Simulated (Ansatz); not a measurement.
Set up this calculation in Ansatz 0.2.0, as the native input.

| Item | Value |
| --- | --- |
| Task | single point |
| Functional | PBE |
| Potentials or basis | all-electron LAPW, scalar-relativistic |
| Cutoff | 273 eV (chosen from the basis error) |
| Basis error allowed | 0.001 eV/atom |
| k mesh | 8 × 8 × 8 |
| Occupations | fermi-dirac, width 0.05 eV |
| Spin | no spin polarisation |

InSe:

```
In Se
1.0
     2.00000    1.15470    8.44000
    -2.00000    1.15470    8.44000
     0.00000   -2.30940    8.44000
In Se
2 2
Direct
  0.88860 0.88860 0.88860
  0.00000 0.00000 0.00000
  0.17190 0.17190 0.17190
  0.38350 0.38350 0.38350
```

One way to write it, as run:

input.yaml

```yaml
crystal:
  lattice:
    - [2.0, 1.1547005384, 8.44]
    - [-2.0, 1.1547005384, 8.44]
    - [0.0, -2.3094010768, 8.44]
  atoms:
    - { symbol: In, position: [0.8886, 0.8886, 0.8886] }
    - { symbol: In, position: [0.0, 0.0, 0.0] }
    - { symbol: Se, position: [0.1719, 0.1719, 0.1719] }
    - { symbol: Se, position: [0.3835, 0.3835, 0.3835] }
kpoints:
  mp_grid: { grid: [8, 8, 8] }
scf:
  occupations: { method: fermi_dirac, width: 0.05 }
hamiltonian:
  xc: pbe
  pseudopotentials: { kind: all_electron, lapw: { basis_error: 0.001 } }
output:
  forces: true
  stress: true
  eigenvalues: true
  populations: true
```

Potentials or basis: all-electron LAPW, scalar-relativistic.

Launch:

```console
$ ansatz run input.yaml --threads 2 --pin off --max-ram 6144MiB --backend cpu --events-out ev --progress --plain --runs-dir out
```

It gave:

```yaml
Pressure: 2.8 GPa
Largest_force: 0.365 eV/Å
Band_gap_on_the_k_mesh: 0.45 eV, direct
Loewdin_charges: In +0.19, +0.18; Se -0.13, -0.14 e
```

Caveat: spin-orbit coupling is left out, which moves the levels of the heavy elements.

It took 94 s on 2 threads of Intel(R) Xeon(R) Processor @ 2.70GHz, on a shared host, peak memory 0.81 GiB.
